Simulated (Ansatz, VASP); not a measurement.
# Two plane-wave programs on Sb

Contents of INCAR:

```
SYSTEM = Sb
PREC     = Accurate       ! precision mode
ENCUT    = 520            ! plane-wave cutoff, eV
EDIFF    = 1E-7           ! SCF threshold, eV
ISMEAR   = -1             ! smearing method
SIGMA    = 0.05           ! smearing width, eV
LREAL    = .FALSE.        ! projectors in reciprocal space
LASPH    = .TRUE.         ! aspherical terms in the spheres
NELM     = 80             ! most SCF steps
ALGO     = Normal         ! electronic algorithm
ISIF     = 2              ! what is computed and relaxed
LWAVE    = .FALSE.        ! write WAVECAR
LCHARG   = .FALSE.        ! write CHGCAR
GGA      = PS             ! functional
NBANDS   = 8              ! bands
```

KPOINTS

```
Automatic mesh
0
G
  8 8 8
  0 0 0
```

POSCAR

```
Sb
1.0
    3.1600000000      0.0000000000      0.0000000000
    0.0000000000      3.1600000000      0.0000000000
    0.0000000000      0.0000000000      3.1600000000
Sb
1
Direct
    0.0000000000      0.0000000000      0.0000000000
```

Contents of input.yaml:

```yaml
crystal:
  lattice:
    - [3.16, 0.0, 0.0]
    - [0.0, 3.16, 0.0]
    - [0.0, 0.0, 3.16]
  atoms:
    - { symbol: Sb, position: [0.0, 0.0, 0.0] }
hamiltonian:
  xc: pbesol
  pseudopotentials: { kind: paw }
kpoints:
  mp_grid: { grid: [8, 8, 8] }
scf:
  occupations: { method: fermi_dirac, width: 0.05 }
output:
  forces: true
  stress: true
  eigenvalues: true
```

This isn't the form of Sb at room conditions, which is rhombohedral.

Alike in both runs: task single point; functional PBEsol; k mesh 8 × 8 × 8; occupations fermi-dirac, width 0.05 eV; no spin polarisation.

|  | VASP | Ansatz |
| --- | --- | --- |
| version | VASP 6.6.1 | Ansatz 0.2.0 |
| potentials or method | VASP PAW PBE potentials, release 64 (Sb) | Ansatz PAW |
| plane-wave cutoff (eV) | 520 | 420 |
| valence electrons in the cell | 5 | 15 |

Ansatz gave:

```
gap on the k mesh at the Fermi level (eV) : none
pressure (GPa)                            : -4.7
```

Estimate VASP's values.

gap on the k mesh at the Fermi level (eV): none; pressure (GPa): -4.6.

A gap of «none» marks a metal or a gap that the smearing closes. The two sets of potentials don't hold the same shells in valence.

Caveats: the PAW data sets were made with another functional, which shifts forces and pressure a little (VASP); the PAW data sets come from PBE, with cores solved anew for the run's functional, which leaves a small shift of forces and pressure (Ansatz). The runs have no spin-orbit coupling, so splittings on Sb are missing.
